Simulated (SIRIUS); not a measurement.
W:

```
CELL_PARAMETERS angstrom
-1.58234 1.58234 1.58234
1.58234 -1.58234 1.58234
1.58234 1.58234 -1.58234
ATOMIC_POSITIONS crystal
W 0.00000 0.00000 0.00000
```

Base run:

| Property | Result |
| --- | --- |
| Program | SIRIUS 7.12.0 |
| Functional | BP86 |
| Potentials or basis | PseudoDojo 0.4.1 PBE standard (scalar relativistic) |
| Cutoff | 1030 eV |
| Density cutoff | 4119 eV |
| k mesh | 12 × 12 × 12 |
| Occupations | fermi-dirac, width 0.05 eV |
| Spin | no spin polarisation |

Its results: band gap on the k mesh none (metal or under the smearing width); pressure 6.4 GPa.

Question: After a change of settings the same cell gave: band gap on the k mesh none (metal or under the smearing width); pressure -0.7 GPa. Which change was it?
A. functional from BP86 to WC; libxc names from ["XC_GGA_X_B88", "XC_GGA_C_P86"] to ["XC_GGA_X_WC", "XC_GGA_C_PBE"]
B. functional from BP86 to PBEsol; libxc names from ["XC_GGA_X_B88", "XC_GGA_C_P86"] to ["XC_GGA_X_PBE_SOL", "XC_GGA_C_PBE_SOL"]
C. functional from BP86 to rPW86PBE; libxc names from ["XC_GGA_X_B88", "XC_GGA_C_P86"] to ["XC_GGA_X_RPW86", "XC_GGA_C_PBE"]
D. functional from BP86 to LDA; libxc names from ["XC_GGA_X_B88", "XC_GGA_C_P86"] to ["XC_LDA_X", "XC_LDA_C_PW"]

Answer: A.

Caveats: the potentials were made for another functional, which shifts forces and pressure.

Runs at the PBE level aren't shown here.
